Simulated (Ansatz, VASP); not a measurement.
# Cross-check of ZnS (ZnS(110)) between VASP and Ansatz

One calculation is typed for both programs; each brings its own data sets and cutoff. How far apart do they land? The structure shown is the end of the VASP relaxation below.

Program: Ansatz 0.2.0. Level of theory: plane waves, with VASP 6.6.1 beside it; single point at PBE and band structure at PBE. Results are calculated unless marked as measured.

## Step 1: The starting structure

The cell holds 18 atoms: 9 Zn and 9 S. Cell: a = 3.849 Å, b = 5.444 Å, c = 31.397 Å, α = 90.0°, β = 90.0°, γ = 90.0°. It derives from ZnS. As first built, before any earlier steps moved the atoms (in the runner's words): 9 layers, cut at this functional's lattice. Vacuum lies along c.

## Step 2: VASP: relaxation, PBE

This run makes the geometry at which the two programs are then compared.

Lines of VASP's logs that name or quote its potential files are left out, and so is its time.

File INCAR:

```
SYSTEM = ZnS
PREC = Normal
ENCUT = 320
EDIFF = 1E-05
NELM = 120
ISMEAR = 0
SIGMA = 0.03
LREAL = Auto
ALGO = Fast
GGA = PE
NBANDS = 100
LORBIT = 11
LWAVE = .FALSE.
LCHARG = .FALSE.
KPAR = 2
NCORE = 2
IBRION = 2
NSW = 60
ISIF = 2
EDIFFG = -0.03
POTIM = 0.4
MAXMIX = 40
IDIPOL = 3
LDIPOL = .TRUE.
DIPOL = 0.5 0.5 0.5
```

File POSCAR:

```
ZnS
1.0
    3.8492525117      0.0000000000      0.0000000000
    0.0000000000      5.4436651070      0.0000000000
    0.0000000000      0.0000000000     31.3970100467
Zn S
9 9
Direct
    0.0000000000      0.0000000000      0.2548013300
    0.5000000000      0.5000000000      0.3161010000
    0.0000000000      0.0000000000      0.3774006700
    0.5000000000      0.5000000000      0.4387003300
    0.0000000000      0.0000000000      0.5000000000
    0.5000000000      0.5000000000      0.5612996700
    0.0000000000      0.0000000000      0.6225993300
    0.5000000000      0.5000000000      0.6838990000
    0.0000000000      0.0000000000      0.7451986700
    0.0000000000      0.7500000000      0.3161010000
    0.5000000000      0.2500000000      0.2548013300
    0.0000000000      0.7500000000      0.4387003300
    0.5000000000      0.2500000000      0.3774006700
    0.0000000000      0.7500000000      0.5612996700
    0.5000000000      0.2500000000      0.5000000000
    0.0000000000      0.7500000000      0.6838990000
    0.5000000000      0.2500000000      0.6225993300
    0.5000000000      0.2500000000      0.7451986700
```

File KPOINTS:

```
Automatic mesh
0
Gamma
6 5 1
0 0 0
```

Potentials, in the order of the species: Zn and S (PBE family, release 64).

The run is started by

```bash
mpirun -np 4 vasp_std
```

Numbers of over 12 decimals in the logs are rounded to 6 here.

Output:

```text
[banner, memory and clock lines left out]
running    4 mpi-ranks, on    1 nodes
 distrk:  each k-point on    2 cores,    2 groups
 distr:  one band on    2 cores,    1 groups

 POSCAR found type information on POSCAR ZnS
 POSCAR found :  2 types and      18 ions
 LDA part: xc-table for (Slater+PW92), standard interpolation
 POSCAR, INCAR and KPOINTS ok, starting setup
 FFT: planning ... GRIDC
 FFT: planning ... GRID_SOFT
 FFT: planning ... GRID
 WAVECAR not read
 entering main loop
       N       E                     dE             d eps       ncg     rms          rms(c)
DAV:   1     0.104889069477E+04    0.10489E+04   -0.55249E+04  2464   0.115E+03
DAV:   2     0.862334790576E+02   -0.96266E+03   -0.91583E+03  2664   0.306E+02
DAV:   3    -0.562871672720E+02   -0.14252E+03   -0.14111E+03  2644   0.125E+02
DAV:   4    -0.640402281189E+02   -0.77531E+01   -0.77077E+01  2808   0.277E+01
DAV:   5    -0.642962369844E+02   -0.25601E+00   -0.25572E+00  2904   0.481E+00    0.199E+01
RMM:   6    -0.598592846871E+02    0.44370E+01   -0.11450E+01  2400   0.123E+01    0.157E+01
RMM:   7    -0.596598388515E+02    0.19945E+00   -0.63871E+00  2402   0.832E+00    0.517E+00
RMM:   8    -0.596708658391E+02   -0.11027E-01   -0.98361E-01  2412   0.373E+00    0.231E+00
RMM:   9    -0.595960319588E+02    0.74834E-01   -0.29349E-01  2400   0.194E+00    0.115E+00
RMM:  10    -0.595964903181E+02   -0.45836E-03   -0.71985E-02  2401   0.129E+00    0.433E-01
RMM:  11    -0.595994034116E+02   -0.29131E-02   -0.23403E-02  2887   0.445E-01    0.376E-01
RMM:  12    -0.595991748210E+02    0.22859E-03   -0.43584E-03  2413   0.249E-01    0.216E-01
RMM:  13    -0.595992121829E+02   -0.37362E-04   -0.74990E-04  2646   0.825E-02    0.187E-01
RMM:  14    -0.595994149410E+02   -0.20276E-03   -0.18555E-04  2408   0.433E-02    0.125E-01
RMM:  15    -0.595995290228E+02   -0.11408E-03   -0.19068E-04  1949   0.293E-02    0.453E-02
RMM:  16    -0.595996204024E+02   -0.91380E-04   -0.10178E-04  1899   0.270E-02    0.502E-02
RMM:  17    -0.595996292096E+02   -0.88071E-05   -0.12675E-05  1482   0.130E-02
   1 F= -.59599629E+02 E0= -.59599629E+02  d E =-.595996E+02
[... from here on, the cycles between the ionic steps are left out ...]
   2 F= -.59882650E+02 E0= -.59882650E+02  d E =-.283021E+00
   7 F= -.60520054E+02 E0= -.60520054E+02  d E =-.296808E+00
   8 F= -.60536085E+02 E0= -.60536085E+02  d E =-.160311E-01
   9 F= -.60536258E+02 E0= -.60536258E+02  d E =-.162043E-01
  10 F= -.60543310E+02 E0= -.60543310E+02  d E =-.705112E-02
  11 F= -.60545340E+02 E0= -.60545340E+02  d E =-.908150E-02
  12 F= -.60549780E+02 E0= -.60549780E+02  d E =-.444015E-02
  13 F= -.60550313E+02 E0= -.60550313E+02  d E =-.497304E-02
  14 F= -.60550292E+02 E0= -.60550292E+02  d E =-.495222E-02
  15 F= -.60550298E+02 E0= -.60550298E+02  d E =-.495837E-02
 curvature:  -0.51 expect dE=-0.261E-03 dE for cont linesearch -0.544E-06
 trial: gam= 0.23229 g(F)=  0.510E-03 g(S)=  0.000E+00 ort =-0.678E-04 (trialstep = 0.310E+01)
 search vector abs. value=  0.711E-03
 bond charge predicted
       N       E                     dE             d eps       ncg     rms          rms(c)
DAV:   1    -0.605504059245E+02   -0.10676E-03   -0.87989E-01  2408   0.305E+00    0.248E-01
RMM:   2    -0.605513819417E+02   -0.97602E-03   -0.13807E-02  2400   0.371E-01    0.289E-01
RMM:   3    -0.605514858327E+02   -0.10389E-03   -0.18608E-03  2405   0.168E-01    0.190E-01
RMM:   4    -0.605514207694E+02    0.65063E-04   -0.55901E-04  2401   0.799E-02    0.110E-01
RMM:   5    -0.605513859835E+02    0.34786E-04   -0.14669E-04  2321   0.406E-02    0.633E-02
RMM:   6    -0.605513999742E+02   -0.13991E-04   -0.57814E-05  1848   0.221E-02    0.557E-02
RMM:   7    -0.605514036925E+02   -0.37184E-05   -0.26504E-05  1664   0.149E-02
  16 F= -.60551404E+02 E0= -.60551404E+02  d E =-.110541E-02
 trial-energy change:   -0.001105  1 .order   -0.001134   -0.001533   -0.000735
 step:   5.9625(harm=  5.9625)  dis= 0.01099  next Energy=   -60.551772 (dE=-0.147E-02)
 reached required accuracy - stopping structural energy minimisation
```

Parts of OUTCAR (step 2):

```text
ion  position               nearest neighbor table
   1  0.000  0.000  0.255-  11 2.36  11 2.36  10 2.36
   2  0.500  0.500  0.316-  10 2.36  10 2.36  13 2.36  11 2.36
   3  0.000  0.000  0.377-  12 2.36  13 2.36  13 2.36  10 2.36
   4  0.500  0.500  0.439-  13 2.36  12 2.36  12 2.36  15 2.36
   5  0.000  0.000  0.500-  15 2.36  15 2.36  12 2.36  14 2.36
   6  0.500  0.500  0.561-  17 2.36  14 2.36  14 2.36  15 2.36
   7  0.000  0.000  0.623-  14 2.36  17 2.36  17 2.36  16 2.36
   8  0.500  0.500  0.684-  16 2.36  16 2.36  17 2.36  18 2.36
   9  0.000  0.000  0.745-  18 2.36  18 2.36  16 2.36
  10  0.000  0.750  0.316-   2 2.36   2 2.36   3 2.36   1 2.36
  11  0.500  0.250  0.255-   1 2.36   1 2.36   2 2.36
  12  0.000  0.750  0.439-   3 2.36   4 2.36   4 2.36   5 2.36
  13  0.500  0.250  0.377-   4 2.36   3 2.36   3 2.36   2 2.36
  14  0.000  0.750  0.561-   7 2.36   6 2.36   6 2.36   5 2.36
  15  0.500  0.250  0.500-   5 2.36   5 2.36   6 2.36   4 2.36
  16  0.000  0.750  0.684-   8 2.36   8 2.36   7 2.36   9 2.36
  17  0.500  0.250  0.623-   6 2.36   7 2.36   7 2.36   8 2.36
  18  0.500  0.250  0.745-   9 2.36   9 2.36   8 2.36

  LATTYP: Found a simple orthorhombic cell.
 ALAT       =     3.8492525117
 B/A-ratio  =     1.4142135624
 C/A-ratio  =     8.1566511813

 Subroutine GETGRP returns: Found  4 space group operations
 (whereof  4 operations were pure point group operations)

The static configuration has the point symmetry C_2v.

 Found     12 irreducible k-points:

   k-points           NKPTS =     12   k-points in BZ     NKDIM =     12   number of bands    NBANDS=    100

   dimension x,y,z NGX =    18 NGY =   24 NGZ =  140
   dimension x,y,z NGXF=    36 NGYF=   48 NGZF=  280

   ENCUT  =  320.0 eV  23.52 Ry    4.85 a.u.   5.61  7.94 45.80*2*pi/ulx,y,z

   NELECT =     162.0000    total number of electrons

 k-points in reciprocal lattice and weights: Automatic mesh
   0.00000000  0.00000000  0.00000000       0.033
   0.16666667  0.00000000  0.00000000       0.067
   0.33333333  0.00000000  0.00000000       0.067
   0.50000000  0.00000000  0.00000000       0.033
   0.00000000  0.20000000  0.00000000       0.067
   0.16666667  0.20000000  0.00000000       0.133
   0.33333333  0.20000000  0.00000000       0.133
   0.50000000  0.20000000  0.00000000       0.067
   0.00000000  0.40000000  0.00000000       0.067
   0.16666667  0.40000000  0.00000000       0.133
   0.33333333  0.40000000  0.00000000       0.133
   0.50000000  0.40000000  0.00000000       0.067

 dipolmoment           0.000000      0.000000      0.000000 electrons x Angstroem

 average (electrostatic) potential at core
       1 -40.0660       2 -39.9205       3 -39.9782       4 -39.9611       5 -39.9576
       6 -39.9611       7 -39.9782       8 -39.9205       9 -40.0660      10 -92.3706
      11 -91.8990      12 -92.3200      13 -92.2781      14 -92.3200      15 -92.2893
      16 -92.3706      17 -92.2781      18 -91.8990

 E-fermi :  -1.4932

 k-point     1 :       0.0000    0.0000    0.0000
  band No.  band energies     occupation
    ...
     77      -1.8674      2.00000
     78      -1.8301      2.00000
     79      -1.7697      2.00000
     80      -1.7246      2.00000
     81      -1.6738      2.00000
     82       0.5030      0.00000
     83       1.0294      0.00000
     84       1.6869      0.00000
     85       1.8577      0.00000
     86       2.1256      0.00000
    ...

 k-point     2 :       0.1667    0.0000    0.0000
  band No.  band energies     occupation
    ...
     77      -2.5139      2.00000
     78      -2.3047      2.00000
     79      -2.2588      2.00000
     80      -2.0533      2.00000
     81      -1.9175      2.00000
     82       1.3891      0.00000
     83       1.7595      0.00000
     84       2.1417      0.00000
     85       2.3612      0.00000
     86       2.4465      0.00000
    ...

 k-point     3 :       0.3333    0.0000    0.0000
  band No.  band energies     occupation
    ...
     77      -3.0155      2.00000
     78      -2.9102      2.00000
     79      -2.7140      2.00000
     80      -2.4445      2.00000
     81      -2.1705      2.00000
     82       1.8469      0.00000
     83       1.8799      0.00000
     84       2.4456      0.00000
     85       2.5384      0.00000
     86       2.5607      0.00000
    ...

  Total       -1.1631468     -0.6655419     -1.0399026      0.0000000      0.0000000      0.0000000
  in kB       -2.8326247     -1.6208018     -2.5324866      0.0000000      0.0000000      0.0000000
  external PRESSURE =      -2.3286377 kB  Pullay stress =       0.0000000 kB

  energy-cutoff  :      320.00
  volume of cell :      657.89
      direct lattice vectors                 reciprocal lattice vectors
     3.849252512  0.000000000  0.000000000     0.259790699  0.000000000  0.000000000
     0.000000000  5.443665107  0.000000000     0.000000000  0.183699765  0.000000000
     0.000000000  0.000000000 31.397010047     0.000000000  0.000000000  0.031850167

 POSITION                                       TOTAL-FORCE (eV/Angst)
 -----------------------------------------------------------------------------------
      0.00000      0.28542      8.40203         0.000000      0.014970      0.010409
      1.92463      2.63773      9.78852        -0.000000     -0.003576      0.016957
      0.00000      5.40691     11.85413        -0.000000      0.004227      0.014367
      1.92463      2.69568     13.74073         0.000000     -0.019374      0.017279
      0.00000      5.43237     15.69851        -0.000000     -0.008513     -0.000000
      1.92463      2.69568     17.65628         0.000000     -0.019374     -0.017279
      0.00000      5.40691     19.54288        -0.000000      0.004227     -0.014367
      1.92463      2.63773     21.60849        -0.000000     -0.003576     -0.016957
      0.00000      0.28542     22.99498        -0.000000      0.014970     -0.010409
      0.00000      4.00774      9.92479        -0.000000      0.007860      0.005021
      1.92463      1.36042      7.83392        -0.000000      0.021282     -0.006818
      0.00000      4.05794     13.77226        -0.000000     -0.012148      0.023039
      1.92463      1.33222     11.80417        -0.000000      0.005767      0.015044
      0.00000      4.05794     17.62475        -0.000000     -0.012148     -0.023039
      1.92463      1.35340     15.69851        -0.000000     -0.029502     -0.000000
      0.00000      4.00774     21.47222        -0.000000      0.007860     -0.005021
      1.92463      1.33222     19.59284        -0.000000      0.005767     -0.015044
      1.92463      1.36042     23.56309        -0.000000      0.021282      0.006818
 -----------------------------------------------------------------------------------
    total drift:                                0.000000      0.051758     -0.000227

  FREE ENERGIE OF THE ION-ELECTRON SYSTEM (eV)
  ---------------------------------------------------
  free  energy   TOTEN  =       -60.5514036925 eV

  energy  without entropy=      -60.5514036925  energy(sigma->0) =      -60.55140369

 reached required accuracy - stopping structural energy minimisation

 vacuum level on the upper side and lower side of the slab         3.892         3.892

 total charge
# of ion       s       p       d       tot
------------------------------------------
    1        0.561   0.430   9.780  10.771
    2        0.514   0.453   9.788  10.755
    3        0.513   0.455   9.789  10.757
    4        0.512   0.450   9.789  10.751
    5        0.512   0.453   9.789  10.754
    6        0.512   0.450   9.789  10.751
    7        0.513   0.455   9.789  10.757
    8        0.514   0.453   9.788  10.755
    9        0.561   0.430   9.780  10.771
   10        1.317   2.425   0.000   3.742
   11        1.332   2.386   0.000   3.718
   12        1.316   2.426   0.000   3.742
   13        1.317   2.418   0.000   3.735
   14        1.316   2.426   0.000   3.742
   15        1.316   2.421   0.000   3.738
   16        1.317   2.425   0.000   3.742
   17        1.317   2.418   0.000   3.735
   18        1.332   2.386   0.000   3.718
--------------------------------------------------
tot         16.593  25.759  88.082 130.434

[... 3 further parts left out ...]
```

CONTCAR:

```
ZnS
   1.00000000000000
     3.8492525117000000    0.0000000000000000    0.0000000000000000
     0.0000000000000000    5.4436651070000002    0.0000000000000000
     0.0000000000000000    0.0000000000000000   31.3970100467000002
  Zn              S
     9     9
Direct
     0.0000000000000000    0.0524317862894519    0.2676061056043297
     0.5000000000000000    0.4845504925928443    0.3117660376971890
     0.0000000000000000    0.9932477676695758    0.3775559493186790
     0.5000000000000000    0.4951950784768945    0.4376446455758894
     0.0000000000000000    0.9979256210230665    0.5000000000000000
     0.5000000000000000    0.4951950784768945    0.5623553544241104
     0.0000000000000000    0.9932477676695758    0.6224440506813210
     0.5000000000000000    0.4845504925928443    0.6882339623028112
     0.0000000000000000    0.0524317862894519    0.7323938943956704
     0.0000000000000000    0.7362215335105161    0.3161060679089827
     0.5000000000000000    0.2499092701585107    0.2495116580860390
     0.0000000000000000    0.7454431391029337    0.4386486797361526
     0.5000000000000000    0.2447288955447563    0.3759646471927785
     0.0000000000000000    0.7454431391029337    0.5613513202638472
     0.5000000000000000    0.2486184522859674    0.5000000000000000
     0.0000000000000000    0.7362215335105161    0.6838939320910172
     0.5000000000000000    0.2447288955447563    0.6240353528072214
     0.5000000000000000    0.2499092701585107    0.7504883419139611
```

The run keeps the 4 symmetry operations of its start, so it cannot find a distortion of lower symmetry.

(Part 1 of 3 ends here.)

[Lines on the potential files, build, host, timing and source positions are cut from VASP's logs without a mark.]

[Logs are printed without paths, hosts, clocks, repeated set-up lines and the standing remarks that a program may print on its own settings, such as how far it seeks lower states.]

[Hosts, paths, dates, database ids (printed as entryN), source tags and the programs' standing remarks are cut or masked in the printed files.]
